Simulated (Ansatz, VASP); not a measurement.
## One calculation of PbS, two programs

```
Pb S
1.0
     0.00000    3.00451    3.00451
     3.00451    0.00000    3.00451
     3.00451    3.00451    0.00000
Pb S
1 1
Direct
  0.00000 0.00000 0.00000
  0.50000 0.50000 0.50000
```

Alike in both runs: functional PBE; k mesh 10 × 10 × 10; occupations gaussian, width 0.02 eV; no spin polarisation.

Ansatz relaxed the structure, and its values are those at the end. VASP's run is a single point on that final structure, the one shown.

```csv
,VASP,Ansatz
version,VASP 6.6.1,Ansatz 0.2.0
potentials or method,"VASP PAW PBE potentials, release 64 (Pb_d, S)","scalar-relativistic, plane waves, PAW"
plane-wave cutoff (eV),520,420
valence electrons in the cell,20,20
```

Ansatz gave:

```
gap on the k mesh at the Fermi level (eV) : 0.49
least direct gap on the mesh (eV)         : 0.49
pressure (GPa)                            : 0.0
```

Task: Estimate VASP's values.

Result: gap on the k mesh at the Fermi level (eV): 0.50; least direct gap on the mesh (eV): 0.50; pressure (GPa): -0.1.

The functional is the same, so the differences come from potentials, cutoffs and numerics.

Caveats: spin-orbit coupling is left out, which as a rule narrows the gap of such compounds by several tenths of an eV.
